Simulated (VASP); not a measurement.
A run of VASP 6.6.1:

Contents of INCAR:

```
PREC = Accurate
ENCUT = 600
EDIFF = 1E-7
ISMEAR = 0
SIGMA = 0.03
LREAL = F
LASPH = T
NELM = 80
ALGO = Normal
ISIF = 3
LWAVE = F
LCHARG = F
GGA = PE
IVDW = 12
IBRION = 2
NSW = 90
EDIFFG = -0.005
```

File KPOINTS:

```
Automatic mesh
0
Gamma
  8 8 8
```

Contents of POSCAR:

```
CaF2                                    
1.0
    0.0000000000      2.7369029916      2.7369029916
    2.7369029916      0.0000000000      2.7369029916
    2.7369029916      2.7369029916      0.0000000000
  Ca              F             
     1     2
Direct
     0.0000000000000000    1.0000000000000000    1.0000000000000000
     0.2500000000000000    0.2500000000000000    0.2500000000000000
     0.7500000000000000    0.7500000000000000    0.7500000000000000
```

Potentials or basis: VASP PAW PBE potentials, release 64 (Ca_sv, F).

Launch:

```console
$ cat potpaw_PBE.64/Ca_sv/POTCAR potpaw_PBE.64/F/POTCAR > POTCAR
$ mpirun -np 1 vasp_std > vasp.out
```

Hardware: 1 thread of Intel(R) Xeon(R) 6975P-C (Granite Rapids) (shared host).

Task: Estimate the wall time of this run.

Result: Run time: 13 s on 1 thread of Intel(R) Xeon(R) 6975P-C (Granite Rapids), on a shared host, peak memory 0.19 GiB. Counts: scf iterations 15, k points 29, ion steps 1.
